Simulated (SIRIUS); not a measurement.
Cu:

```
Cu
1.0
     0.00000    1.80750    1.80750
     1.80750    0.00000    1.80750
     1.80750    1.80750    0.00000
Cu
1
Direct
  0.00000 0.00000 0.00000
```

Base run:

```yaml
Program: SIRIUS 7.12.0
Functional: PBEsol
Potentials_or_basis: PseudoDojo 0.4.1 PBEsol standard (scalar relativistic)
Cutoff: 1254 eV
Density_cutoff: 5016 eV
k_mesh: 13 × 13 × 13
Occupations: fermi-dirac, width 0.05 eV
Spin: no spin polarisation
```

Its results: band gap on the k mesh none (metal or under the smearing width); pressure -6.9 GPa.

Question: The run is repeated on the same cell with these changes: program from SIRIUS 7.12.0 to SIRIUS 7.10.0; potentials or basis from PseudoDojo 0.4.1 PBEsol standard (scalar relativistic) to PseudoDojo 0.4.1 PBE standard (scalar relativistic). What comes out?

Answer: Band gap on the k mesh none (metal or under the smearing width); pressure -7.4 GPa.

Caveats: the potentials were made for another functional, which shifts forces and pressure (some runs).

Not every run made on this cell is shown here.
